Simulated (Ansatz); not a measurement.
# Where O_i (6-fold void) puts its levels in the gap of TiO2 (Pbcn)

Wanted: the transition levels of a self-interstitial in TiO2 (Pbcn), from a cell of 96 host atoms with 1 O put in.

Calculated with Ansatz 0.2.0; place-levels on r2SCAN runs: charge-transition levels and formation energies with image-charge correction and potential alignment at the atomic sites; PAW set soft_1.

## (1) Starting point

The cell holds 97 atoms: 32 Ti and 65 O. Its edges and angles: a = 9.092 Å, b = 11.028 Å, c = 9.789 Å, α = 90.0°, β = 90.0°, γ = 90.0°. It derives from TiO2 (space group Pbcn). Nearest the centre at fractional (0.000, 0.309, 0.375): O97 at 0.00 Å, O57 at 1.97 Å, O12 at 1.97 Å, O55 at 1.97 Å, O6 at 1.97 Å, O65 at 2.04 Å, O8 at 2.04 Å, Ti1 at 2.30 Å.

Known beforehand: the electronic dielectric constant, (8.12, 6.56, 7.66), and the static one, (96.87, 32.60, 88.34), computed on the host (DFPT, PBEsol, on the r2SCAN cell), and a cell off the functional's own equilibrium shifts the ionic part.

The cell's shortest repeat is 9.1 Å.

## (2) Charge states

Levels follow from differences of total energies between charge states, each relaxed by itself.

Random displacements of about 0.05 Å break the site symmetry at the start, so that the relaxation can reach a distorted minimum if there is one. Forces are taken at one point at (¼, ¼, ¼). The cell holds 2 electrons more than the neutral one, with a uniform background that keeps it neutral on the whole.

The sampling was tested on the host first: at the k-points planned (1x1x1 shifted 0.25 0.25 0.25) its energy lies 0.000 eV an atom from the dense-mesh value, under the bound of 0.02 eV set for this test; that bounds the host's error, not the defect's.

One of the inputs; charge, spin and start change from state to state.

Contents of qm2.relax/input.yaml:

```yaml
crystal:
  lattice:
    - [9.09218302, 0.0, 0.0]
    - [0.0, 11.02768453, 0.0]
    - [0.0, 0.0, 9.78927108]
  atoms:
    - { symbol: Ti, position: [0.25, 0.33790859, 0.375] }
    - { symbol: Ti, position: [0.0, 0.41209141, 0.125] }
[... 1 atom line left out ...]
    - { symbol: Ti, position: [0.0, 0.08790859, 0.375] }
[... 1 atom line left out ...]
    - { symbol: O, position: [0.11443559, 0.44091888, 0.45958291] }
[... 1 atom line left out ...]
    - { symbol: O, position: [0.13556441, 0.30908112, 0.20958291] }
    - { symbol: O, position: [0.36443559, 0.19091888, 0.29041709] }
    - { symbol: O, position: [0.11443559, 0.05908112, 0.20958291] }
[... 1 atom line left out ...]
    - { symbol: O, position: [0.13556441, 0.19091888, 0.45958291] }
[... 1 atom line left out ...]
    - { symbol: Ti, position: [0.0, 0.41209141, 0.625] }
[... 5 atom lines left out ...]
    - { symbol: O, position: [0.13556441, 0.30908112, 0.70958291] }
[... 7 atom lines left out ...]
    - { symbol: Ti, position: [0.0, 0.58790859, 0.375] }
[... 5 atom lines left out ...]
    - { symbol: O, position: [0.11443559, 0.55908112, 0.20958291] }
[... 14 atom lines left out ...]
    - { symbol: Ti, position: [0.75, 0.33790859, 0.375] }
[... 3 atom lines left out ...]
    - { symbol: O, position: [0.86443559, 0.30908112, 0.04041709] }
[... 1 atom line left out ...]
    - { symbol: O, position: [0.88556441, 0.44091888, 0.29041709] }
[... 1 atom line left out ...]
    - { symbol: O, position: [0.86443559, 0.19091888, 0.29041709] }
[... 7 atom lines left out ...]
    - { symbol: O, position: [0.86443559, 0.30908112, 0.54041709] }
[... 5 atom lines left out ...]
    - { symbol: O, position: [0.88556441, 0.05908112, 0.54041709] }
[... 23 atom lines left out ...]
    - { symbol: O, position: [0.88556441, 0.55908112, 0.54041709] }
[... 1 atom line left out ...]
    - { symbol: O, position: [0.0, 0.308589, 0.375] }
  host:
    repeats: [2, 2, 2]
    atoms:
      - { symbol: Ti, position: [0.5, 0.67581718, 0.75] }
      - { symbol: Ti, position: [0.0, 0.82418282, 0.25] }
      # ... 10 more atoms of the perfect host
total_charge: -2
basis:
  ecutwfc: 500
  xc_grid: 2
hamiltonian:
  xc: r2scan
  pseudopotentials: { kind: paw, azcp: { folder: soft_1 } }
kpoints:
  mp_grid: { grid: [1, 1, 1], shift: [0.25, 0.25, 0.25] }
scf:
  occupations: { method: fixed }
  max_iter: 60
output:
  forces: true
  charged_corrections:
    epsilon: [8.12, 6.56, 7.66]
    static_epsilon: [96.87, 32.6, 88.34]
    defect_position: [0.0, 0.308589, 0.375]
relax:
  f_tol: 0.02
  max_steps: 80
  random_displacement: { amplitude: 0.05, seed: 3311 }
checkpoint:
  write: "../qm2.relax.run"
  compress: false
  write_wavefunctions: true
  write_every: 100000
```

The run is started by

```sh
$ ansatz run input.yaml --threads 32 --pin off --max-ram 56524MiB --backend cuda --events-out ev --progress --plain --runs-dir out --max-vram 78GiB
```

Defect states can disperse in a cell of this size, so the energy is taken again at a 2×2×2 shifted mesh, on the relaxed structure.

The run of this state that the levels use, under r2SCAN:

Contents of qm2.point/input.yaml:

```yaml
crystal:
  checkpoint: "../qm2.relax.run"
  host: checkpoint
total_charge: -2
basis:
  ecutwfc: 500
  xc_grid: 2
hamiltonian:
  xc: r2scan
  pseudopotentials: { kind: paw, azcp: { folder: soft_1 } }
kpoints:
  mp_grid: { grid: [2, 2, 2], shift: [0.5, 0.5, 0.5] }
scf:
  occupations: { method: fermi_dirac, width: 0.01 }
  max_iter: 60
output:
  forces: true
  eigenvalues: true
  charged_corrections:
    epsilon: [8.12, 6.56, 7.66]
    static_epsilon: [96.87, 32.6, 88.34]
    defect_position: [0.0, 0.308589, 0.375]
  eigenstates: { localisation: true }
  populations: true
checkpoint:
  read: "../qm2.relax.run"
  write: "../qm2.point.run"
  compress: false
  write_wavefunctions: false
  write_every: 100000
```

Relaxations under r2SCAN at one point at (¼, ¼, ¼); times on 1 × NVIDIA GB200 with 32 threads of Arm Neoverse V2, shared host:

| charge | moment (μB) | occupations | outcome | steps | largest displacement against the far atoms (Å) | time |
| --- | --- | --- | --- | --- | --- | --- |
| −2 | 0 | fixed | converged | 8 | 0.50 | 10 s |
| −2 | 2 | fixed | converged | 24 | 1.06 | 37 s |
| −1 | 1 | fixed | converged | 21 | 0.99 | 30 s |
| 0 | 0 | fixed | converged | 23 | 1.57 | 22 s |
| 0 | 2 | fixed | converged | 28 | 0.87 | 42 s |
| +1 | 1 | fixed | converged | 21 | 1.18 | 37 s |

Single points under r2SCAN at a 2×2×2 shifted mesh; times on 1 × NVIDIA GB200 with 32 threads of Arm Neoverse V2, shared host:

| charge | moment (μB) | occupations | outcome | time |
| --- | --- | --- | --- | --- |
| −2 | 0 | fermi-dirac | converged | 4.8 s |
| −2 | 2 | fermi-dirac | converged | 14 s |
| −1 | 1 | fermi-dirac | converged | 11 s |
| 0 | 0 | fermi-dirac | converged | 5 s |
| 0 | 2 | fermi-dirac | converged | 13 s |
| +1 | 1 | fermi-dirac | converged | 11 s |

Distances (Å) from O97 to the nearest atoms after relaxation with r2SCAN:

| charge | moment (μB) | 1. | 2. | 3. | 4. | 5. | 6. |
| --- | --- | --- | --- | --- | --- | --- | --- |
| −2 | 0 | Ti 1.88 | Ti 2.01 | Ti 2.02 | O 2.14 | O 2.14 | O 2.34 |
| −2 | 2 | O 1.92 | Ti 2.02 | Ti 2.04 | Ti 2.15 | O 2.20 | O 2.31 |
| −1 | 1 | O 1.89 | Ti 2.00 | Ti 2.07 | Ti 2.13 | O 2.21 | O 2.28 |
| 0 | 0 | O 1.42 | Ti 2.08 | Ti 2.16 | Ti 2.22 | O 2.40 | O 2.57 |
| 0 | 2 | Ti 1.96 | O 1.99 | O 2.02 | O 2.06 | Ti 2.25 | O 2.58 |
| +1 | 1 | O 1.31 | Ti 2.09 | Ti 2.15 | O 2.35 | O 2.44 | O 2.45 |

## (3) place-levels, r2SCAN

A charged cell interacts with its images and the background, and its potential has another zero than the host's. place-levels removes the first by a point-charge model, screened by the static dielectric constant since the ions have relaxed around the charge, and the second by comparing potentials at atoms far from the defect.

The host is a run of the defect-free crystal in the same cutoffs, grids and k-points, so that basis and sampling errors cancel in part in the differences. Its band edges come from a run of the primitive cell that searches the zone for them. The host is run in a cell of 24 atoms on a matching mesh. Chemical potentials are energies per atom of O (O2 molecule), run with the same functional and cutoff.

Contents of levels.point.yaml:

```yaml
host:
  run: host.point.run
  levels_from: { run: edges.point.run }
states: [qm2.point.run, qm2_M2.point.run, qm1_M1.point.run, q0.point.run, q0_M2.point.run, qp1_M1.point.run]
geometry_from:
  qm2.point.run: qm2.relax.run
  qm2_M2.point.run: qm2_M2.relax.run
  qm1_M1.point.run: qm1_M1.relax.run
  q0.point.run: q0.relax.run
  q0_M2.point.run: q0_M2.relax.run
  qp1_M1.point.run: qp1_M1.relax.run
  host.point.run: host.relax.run
chemical_potentials:
  O:
    energy: -565.989614
    dataset: <sha256 of the dataset>
epsilon: [8.12, 6.56, 7.66]
static_epsilon: [96.87, 32.6, 88.34]
vertical:
  - { from: qm2.point.run, to: qm2.point_neutral.run }
  - { from: qm2_M2.point.run, to: qm2_M2.point_neutral.run }
  - { from: qm1_M1.point.run, to: qm1_M1.point_neutral.run }
  - { from: qp1_M1.point.run, to: qp1_M1.point_neutral.run }
```

The run is started by

```sh
$ ansatz place-levels levels.point.yaml -- --threads 32 --pin off --max-ram 56524MiB
```

Numbers of over 12 decimals in the logs are rounded to 6 here.

What it wrote:

```text
[... repeated set-up lines and file paths are left out, and long positions are rounded to six places ...]
(+1/0) 0.887 eV above the valence edge, 2.159 eV under the conduction edge
(0/-1) 2.595 eV above the valence edge, 0.451 eV under the conduction edge; not on the lower envelope
(-1/-2) 1.559 eV above the valence edge, 1.487 eV under the conduction edge; not on the lower envelope
(0/-2) 2.077 eV above the valence edge, 0.969 eV under the conduction edge: charges between them are lowest nowhere
formation energy of charge +1: +1.496 eV with the Fermi level at the valence edge
formation energy of charge 0: +2.383 eV with the Fermi level at the valence edge
formation energy of charge -1: +4.978 eV with the Fermi level at the valence edge
formation energy of charge -2: +6.537 eV with the Fermi level at the valence edge
vertical -2 to 0: no energy, since no alignment is typed
  the change from vertical[0].from (qm2.point.run) to vertical[0].to (qm2.point_neutral.run): by its potential at epsilon [8.12, 6.56, 7.66] it stands at 0.999 0.255 0.373, with an rms radius of about 3.9 Å (2.8 2.0 1.9 Å across the planes of the cell's [...]
vertical -2 to 0: no energy, since no alignment is typed
  the change from vertical[1].from (qm2_M2.point.run) to vertical[1].to (qm2_M2.point_neutral.run): by its spins about the atoms it stands at 0.871 0.243 0.298, with an rms radius of about 2.8 Å (1.7 1.5 1.6 Å across the planes of the cell's vectors); [...]
vertical -1 to 0: no energy, since no alignment is typed
  the change from vertical[2].from (qm1_M1.point.run) to vertical[2].to (qm1_M1.point_neutral.run): by its spins about the atoms it stands at 0.898 0.225 0.289, with an rms radius of about 1.9 Å (1.3 1.2 0.8 Å across the planes of the cell's vectors); [...]
vertical +1 to 0: no energy, since no alignment is typed
  the change from vertical[3].from (qp1_M1.point.run) to vertical[3].to (qp1_M1.point_neutral.run): by its potential at epsilon [8.12, 6.56, 7.66] it stands at 0.907 0.200 0.320, with an rms radius of about 1.2 Å (0.5 0.7 0.8 Å across the planes of the cell's [...]
  edges by r2scan of host.levels_from (edges.point.run), its mesh sampled to repeats of 27.28 Å (the valence edge +0.137 eV and the conduction edge -0.074 eV from those of the host's own run), gap 3.046 eV; the host is sampled to repeats of 26.72 Å
  the defect's cells are sampled to repeats of 26.72 Å, like sampling
  charge +1: -117254.9343 eV with its correction of +0.113 eV, at epsilon [96.87, 32.6, 88.34], aligned at sites: +0.0871 eV, mean over 56 atomic sites at or beyond 4.55 Å from the defect at [0.0000, 0.3086, 0.3750], with +0.000000 for the charge's moments [...]
  charge 0: +0.000 eV for its dipole among its images, +0.000 omitted
  charge -1: -117234.2541 eV with its correction of -0.115 eV, at epsilon [96.87, 32.6, 88.34], aligned at sites: +0.1407 eV, mean over 56 atomic sites at or beyond 4.55 Å from the defect at [0.0000, 0.3086, 0.3750], with -0.000562 for the charge's moments [...]
[...]
of vertical[0].from (qm2.point.run): its displacements don't fall off away from the defect: farther atoms stand 0.047 Å off the host's places. [...]
  of vertical[0].to (qm2.point_neutral.run): its displacements don't fall off away from the defect: farther atoms stand 0.047 Å off the host's places. [...]
  of vertical[1].from (qm2_M2.point.run): its displacements don't fall off away from the defect: farther atoms stand 0.035 Å off the host's places. [...]
  of vertical[1].to (qm2_M2.point_neutral.run): its displacements don't fall off away from the defect: farther atoms stand 0.035 Å off the host's places. [...]
  of vertical[2].from (qm1_M1.point.run): its displacements don't fall off away from the defect: farther atoms stand 0.035 Å off the host's places. [...]
  of vertical[2].to (qm1_M1.point_neutral.run): its displacements don't fall off away from the defect: farther atoms stand 0.035 Å off the host's places. [...]
  of vertical[3].from (qp1_M1.point.run): its displacements don't fall off away from the defect: farther atoms stand 0.046 Å off the host's places. [...]
  of vertical[3].to (qp1_M1.point_neutral.run): its displacements don't fall off away from the defect: farther atoms stand 0.046 Å off the host's places. [...]
```

Run time: 0.7 s. Hardware: 32 threads of Arm Neoverse V2, shared host.

Under r2SCAN the gap is 3.05 eV, (+1/0) 0.89, (0/−1) 2.60, (−1/−2) 1.56 eV; the steps are inverted, so the lowest state changes at (0/−2) 2.08 eV.

Levels between the charges placed, in eV above the valence top:

|  | gap (eV) | (+1/0) | (0/−1) | (−1/−2) |
| --- | --- | --- | --- | --- |
| r2SCAN | 3.05 | 0.89 | 2.60 | 1.56 |

Corrections by state:

| charge | moment (μB) | image terms and alignment (eV) | band filling (eV) | ε used | over the lowest of its charge, as the program ranks them, band filling apart (eV) |
| --- | --- | --- | --- | --- | --- |
| +1 | 1.0 | 0.113 | - | principal values (32.60, 88.34, 96.87) | 0.000 |
| 0 | 0.0 | 0.000 | - | - | 0.000 |
| −1 | 1.0 | -0.115 | - | principal values (32.60, 88.34, 96.87) | 0.000 |
| −2 | 0.0 | -0.223 | - | principal values (32.60, 88.34, 96.87) | 0.000 |
| 0 | 2.0 | 0.000 | - | - | 1.797 |
| −2 | 2.0 | -0.262 | - | principal values (32.60, 88.34, 96.87) | 1.410 |

The charged structures listed were also run neutral, and place-levels reads from each pair, by the potential or the spins, how wide the charge is by which they differ; that can be the carrier of either run.

| charge | rms radius (Å) | spread where it is widest against the cell (Å) | wide from (Å) | reading |
| --- | --- | --- | --- | --- |
| +1 | 1.2 | 0.85 | 1.70 | narrow |
| −1 | 1.9 | 1.29 | 1.57 | narrow |
| −2 | 3.9 | 2.81 | 1.57 | wide |

The neutral runs of these pairs need not share the spin of the lowest neutral state, and very wide values only mean spread over the cell.

From the program's caveats on the states, each cut to its opening words:

- charge +1 (1 μB): its displacements don't fall off away from the defect: farther atoms stand 0.046 Å off the host's places
- charge +1 (1 μB), −1 (1 μB), 0 (2 μB), −2 (2 μB): flagged: stability check not made
- charge 0: its displacements don't fall off away from the defect: farther atoms stand 0.036 Å off the host's places
- charge −1 (1 μB): the far atoms show a dipole or second moment of the defect's charge, for which the correction takes or leaves out 0.173 eV: further moments aren't read, and [...]
- charge −1 (1 μB), −2 (2 μB): its displacements don't fall off away from the defect: farther atoms stand 0.035 Å off the host's places
- charge −2: it parts from the run at its places by a charge that spreads by about 2.8 Å along one vector (1.6 Å or more is wide), by its potential at epsilon [8.12, 6.56, [...]
- charge −2: its displacements don't fall off away from the defect: farther atoms stand 0.047 Å off the host's places
- charge 0 (2 μB): its displacements don't fall off away from the defect: farther atoms stand 0.012 Å off the host's places
- charge −2 (2 μB): it parts from the run at its places by a charge that spreads by about 1.7 Å along one vector (1.6 Å or more is wide), by the spins about the atoms, where the [...]
- charge −2 (2 μB): its moments are held at its close (magnetization.spin_locking), by a field of 0.210 eV a Bohr magneton, and its energy and levels are of the state that this [...]

The host's formation energy from the elements is -3.318 eV per atom; it sets how far the chemical potentials can move.

Limit set by the element alone; other compounds of these elements are not counted. Chemical potentials from the elements' reference states: O 0.00 eV, Ti -9.95 eV. Formation energies (O-rich), with the Fermi level at the valence top and at the conduction bottom (gap 3.05 eV):

| charge | at valence top (eV) | at conduction bottom (eV) | correction included (eV) |
| --- | --- | --- | --- |
| +1 | 1.50 | 4.54 | 0.11 |
| 0 | 2.38 | 2.38 | 0.00 |
| −1 | 4.98 | 1.93 | -0.12 |
| −2 | 6.54 | 0.45 | -0.22 |

(Fermi level (eV), lowest formation energy (eV)): (0.00, 1.50), (0.28, 1.77), (0.55, 2.05), (0.83, 2.33), (1.11, 2.38), (1.38, 2.38), (1.66, 2.38), (1.94, 2.38), (2.22, 2.11), (2.49, 1.55), (2.77, 1.00), (3.05, 0.45)

Limit set by the element alone; other compounds of these elements are not counted. Chemical potentials from the elements' reference states: Ti 0.00 eV, O -4.98 eV. Formation energy by charge state (Ti-rich; gap 3.05 eV):

| charge | at valence top (eV) | at conduction bottom (eV) | correction included (eV) |
| --- | --- | --- | --- |
| +1 | 6.47 | 9.52 | 0.11 |
| 0 | 7.36 | 7.36 | 0.00 |
| −1 | 9.96 | 6.91 | -0.12 |
| −2 | 11.51 | 5.42 | -0.22 |

```json
{"Fermi level (eV)": "0.00", "lowest formation energy (eV)": "6.47"}
{"Fermi level (eV)": "0.28", "lowest formation energy (eV)": "6.75"}
{"Fermi level (eV)": "0.55", "lowest formation energy (eV)": "7.03"}
{"Fermi level (eV)": "0.83", "lowest formation energy (eV)": "7.30"}
{"Fermi level (eV)": "1.11", "lowest formation energy (eV)": "7.36"}
{"Fermi level (eV)": "1.38", "lowest formation energy (eV)": "7.36"}
{"Fermi level (eV)": "1.66", "lowest formation energy (eV)": "7.36"}
{"Fermi level (eV)": "1.94", "lowest formation energy (eV)": "7.36"}
{"Fermi level (eV)": "2.22", "lowest formation energy (eV)": "7.08"}
{"Fermi level (eV)": "2.49", "lowest formation energy (eV)": "6.53"}
{"Fermi level (eV)": "2.77", "lowest formation energy (eV)": "5.98"}
{"Fermi level (eV)": "3.05", "lowest formation energy (eV)": "5.42"}
```

[end of part 1 of 2]

[Logs are printed without paths, hosts, clocks, repeated set-up lines and the standing remarks that a program may print on its own settings, such as how far it seeks lower states.]

[Hosts, paths, dates, database ids (printed as entryN), source tags and the programs' standing remarks are cut or masked in the printed files.]

[Where a table of states has a column of steps, it counts the stored structures, which are thinned; the runs took as many ionic steps or more.]

[A defect's name tells the site on which it was built; relaxed atoms can leave that site.]

[For some hosts the program warned that the k-mesh of the response run may be too coarse for force constants and the static dielectric constant; such warnings are not shown here.]
